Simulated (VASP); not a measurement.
MoS2: single point with PBEsol

Slab: MoS2, a slab with vacuum.

```
Mo S
1.0
     3.18454    0.00000    0.00000
    -1.59227    2.75789    0.00000
     0.00000    0.00000   21.67053
Mo S
2 4
Direct
  0.33333 0.66667 0.85116
  0.66667 0.33333 0.14884
  0.66667 0.33333 0.77963
  0.33333 0.66667 0.07725
  0.66667 0.33333 0.92275
  0.33333 0.66667 0.22037
```

| Quantity | Value |
| --- | --- |
| Program | VASP 6.6.1 |
| Task | single point |
| Functional | PBEsol |
| Potentials or basis | VASP PAW PBE potentials, release 64 (Mo_sv, S) |
| Cutoff | 520 eV |
| k mesh | 10 × 10 × 2 |
| Occupations | fermi-dirac, width 0.05 eV |
| Spin | no spin polarisation |

| Item | Value |
| --- | --- |
| Largest force | 0.131 eV/Å |
| Band gap on the k mesh | 1.39 eV, indirect (least direct gap 1.90 eV) |

Forces on the atoms (eV/Å):
```
Mo   0.000  0.000  0.006
Mo   0.000  0.000 -0.006
S    0.000  0.000  0.131
S    0.000  0.000  0.115
S    0.000  0.000 -0.115
S    0.000  0.000 -0.131
```

Levels at points of the mesh, in eV from the valence-band top:
```csv
k point,band 22,band 23,band 24,band 25,band 26,band 27,band 28,band 29,band 30,band 31
"(0.00, 0.00, 0.00)",-1.92,-1.92,-1.71,-0.50,0.00,2.39,2.39,2.40,2.40,2.66
"(0.50, 0.00, 0.00)",-2.19,-1.40,-1.35,-1.04,-1.01,1.85,1.87,2.34,2.43,3.34
"(0.00, 0.00, 0.50)",-1.92,-1.92,-1.71,-0.50,0.00,2.39,2.39,2.40,2.40,2.66
"(0.50, 0.00, 0.50)",-2.19,-1.40,-1.35,-1.04,-1.01,1.85,1.87,2.34,2.43,3.34
```

Wall time 66 s on 2 MPI ranks on Intel(R) Xeon(R) 6975P-C (Granite Rapids), with other jobs on the host, peak memory 0.37 GiB a rank.

Caveat: the PAW data sets were made with another functional, which shifts forces and pressure a little.
